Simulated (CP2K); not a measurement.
AlPt under changes of volume

One of the cells (14.774 Å³/atom); the others are scaled copies at fixed shape and fractional positions:

```
CELL_PARAMETERS angstrom
3.09155 0.00000 0.00000
0.00000 3.09155 0.00000
0.00000 0.00000 3.09155
ATOMIC_POSITIONS crystal
Pt 0.50000 0.50000 0.50000
Al 0.00000 0.00000 0.00000
```

Measurements of this composition are mostly on another form, of space group No. 198.

* Program: CP2K 2026.2
* Functional: PBEsol
* Potentials or basis: POTENTIAL_UZH Pt GTH-PBE-q18, Al GTH-PBE-q3; TZVP-MOLOPT-PBE-GTH basis
* Density cutoff: 6123 eV
* k mesh: 9 × 9 × 9
* Occupations: fermi-dirac, width 0.05 eV
* Spin: no spin polarisation

| volume (Å³/atom) | energy over the lowest point (meV/atom) | pressure (GPa) |
| --- | --- | --- |
| 13.888 | 13.29 | 8.3 |
| 14.183 | ? | ? |
| 14.478 | 0.00 | -0.8 |
| 14.774 | 4.98 | -4.6 |
| 15.069 | 16.57 | -7.9 |
| 15.365 | 34.06 | -10.9 |
| 15.660 | 56.75 | -13.6 |

Problem. What does the run at 14.183 Å³/atom give?

Solution. Energy over the lowest point 2.46 meV/atom; pressure 3.5 GPa.

Worked out: A Birch-Murnaghan fit of order 3 (a polynomial in V^(-2/3)) to the other rows has its minimum at 14.42 Å³/atom with B0 = V·E''(V) = 201 GPa and B' = 4.7. It gives 2.47 meV/atom at 14.183 Å³/atom, against the run's 2.46, and -dE/dV = 3.5 GPa, against 3.5.

Energies are extrapolated to zero smearing.

Caveats: the potentials were made for another functional, which shifts forces and pressure; the basis of atomic orbitals isn't converged, which shifts pressures, moduli and gaps.
